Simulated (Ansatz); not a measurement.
Computed with DFT, RPBE, plane waves (420 eV) with PAW, scalar-relativistic (Ansatz 0.2.0). (PAW data from PBE, frozen cores regenerated.)

An element in the dhcp structure gives this curve. The cell is scaled uniformly from the relaxed one, with fractional coordinates and shape fixed. Energies are extrapolated to zero smearing, pressures are those at the given smearing. Magnetic state: spin not included.

| V (Å³/atom) | E − E₀ (meV/atom) | P (GPa) |
| --- | --- | --- |
| 14.842 | 70.7 | 12.75 |
| 15.516 | 28.7 | 7.54 |
| 16.191 | 6.4 | 3.35 |
| 16.866 | 0.0 | 0.00 |
| 17.540 | 6.2 | -2.68 |
| 18.215 | 22.5 | -4.81 |
| 18.890 | 46.7 | -6.49 |

(1) Which element is it?
A. aluminium
B. palladium
C. gold
D. zinc

## Answers

(1) A. Its fit is V₀ = 16.85 Å³/atom, B₀ = 75 GPa, B₀′ = 4.6.
